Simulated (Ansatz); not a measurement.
**Rh: energy along a strain**

Rh, Fm-3m, a = 3.830 Å. Ansatz: PBE, PAW, 420 eV, Γ-centred 26×26×26 mesh on 1 atom, Gaussian smearing 0.15 eV; no spin polarisation. Cell vectors (Å): 0.000 1.915 1.915; 1.915 0.000 1.915; 1.915 1.915 0.000. The cell is strained by x per cent times the pattern (0 1 0 0 0 0) in the order xx yy zz yz xz xy (engineering shears), with fractional coordinates held. y is the free energy over the start, V0 = 14.045 Å³/atom. Points with a strain past 8.5 % were computed too (3) and aren't used here.

```
x (%) y (meV/atom)
-7.50             ?
-5.00         50.52
-2.50         12.08
 0.00          0.00
 2.50         10.44
 5.00         39.88
 7.50         85.03
```

Question: Fit y = c2 x² + c3 x³ to the other rows, get the stiffness along the pattern, and predict the missing energy.

Answer: Least squares on the rows shown. y = 1.8141 x² − 0.040686 x³. The clamped-ion stiffness p·C·p = 2 × 18.14 eV × 160.2 / 14.045 Å³ = 414 GPa, which is C22 in these axes (C11 of the cubic crystal). At x = -7.50 the fit asked for gives 119.21 meV/atom. The run gave 119.37 meV/atom, so the fit is 0.16 meV/atom too low, within the rms miss on the fitted rows (0.23 meV/atom).